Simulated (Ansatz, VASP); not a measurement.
# Os: VASP beside Ansatz

```
Os
1.0
     0.00000    1.92791    1.92791
     1.92791    0.00000    1.92791
     1.92791    1.92791    0.00000
Os
1
Cartesian
  0.0000 0.0000 0.0000
```

Alike in both runs: task single point; functional PBE; k mesh 18 × 18 × 18; occupations gaussian, width 0.05 eV; no spin polarisation.

|  | VASP | Ansatz |
| --- | --- | --- |
| version | VASP 6.6.1 | Ansatz 0.2.0 |
| potentials or method | VASP PAW PBE potentials, release 64 (Os) | scalar-relativistic, plane waves, PAW |
| plane-wave cutoff (eV) | 520 | 420 |
| valence electrons in the cell | 8 | 16 |

|  | VASP | Ansatz | Ansatz less VASP |
| --- | --- | --- | --- |
| gap on the k mesh at the Fermi level (eV) | none | none | - |
| pressure (GPa) | -0.1 | 0.0 | +0.02 |

A gap of «none» marks a metal or a gap that the smearing closes. The two sets of potentials don't hold the same shells in valence.

Spin-orbit coupling is left out, which matters for the levels of Os.
